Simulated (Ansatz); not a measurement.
## Ag: course of a relaxation

Computed with DFT PBEsol, scalar-relativistic, plane waves, PAW (Ansatz 0.2.0). (420 eV cutoff, 18×18×14 k-mesh, Gaussian smearing of 0.10 eV, no spin polarisation)

What was changed: biaxial strain in the a-b plane, c and atoms relaxed: -3.0 %.

Command:

```bash
ansatz run input.yaml --threads 1 --pin off --max-ram 2560MiB --backend cpu --events-out ev --progress --plain --runs-dir out
```

Input:

```yaml
crystal:
  lattice:
    - [1.9664015293, 1.9664015293, 0.0]
    - [-1.9664015293, 1.9664015293, 0.0]
    - [0.0, 0.0, 4.1274159935]
  atoms:
    - { symbol: Ag, position: [0.0, 0.0, 0.0] }
    - { symbol: Ag, position: [0.5, 0.5, 0.5] }
basis:
  ecutwfc: 420
kpoints:
  mp_grid: { grid: [18, 18, 14] }
hamiltonian:
  xc: pbesol
scf:
  occupations: { method: gaussian, width: 0.1 }
output:
  forces: true
  stress: true
  eigenvalues: true
relax:
  adjacent_minimum: "off"
  f_tol: 0.008
  max_steps: 40
  cell: { stress_tol: 0.015, fix: [a, b, gamma] }
```

F is the free energy. Steps run on the plane waves of an earlier cell, but the last one, and at times one on the way, on a freshly chosen basis, so a repeated geometry can differ a little in energy. The held parts of the cell keep their stress, so P needn't end at zero.

Steps:

```
step F − F(1) (eV) largest force component (eV/Å) V (Å³/atom) P (GPa)
   1         0.0000                           0.000       15.960     5.86
   2        -0.0083                           0.000       16.389     2.30
   3        -0.0085                           0.000       16.339     2.68
   4        -0.0085                           0.000       16.334     2.72
   5        -0.0087                           0.000       16.334     2.71
   6        -0.0087                           0.000       16.332     2.72
   7        -0.0087                           0.000       16.332     2.72
```

Relaxed structure:

```xyz
2
Lattice="1.9664 1.9664 0.0000 -1.9664 1.9664 0.0000 0.0000 0.0000 4.2237" Properties=species:S:1:pos:R:3 pbc="T T T"
Ag    0.0000    0.0000    0.0000
Ag    0.0000    1.9664    2.1118
```

Symmetry: I4/mmm, No. 139, tetragonal system. Conventional cell: a = 2.781 Å, b = 2.781 Å, c = 4.224 Å, α = 90.00°, β = 90.00°, γ = 90.00°. Ag (site symmetry 4/mmm) is surrounded by 12 Ag at 2.78 to 2.89 Å.

The run converged. The run took 57 s on 1 thread of Intel(R) Xeon(R) 6975P-C (Granite Rapids) (shared host), peak memory 0.6 GiB.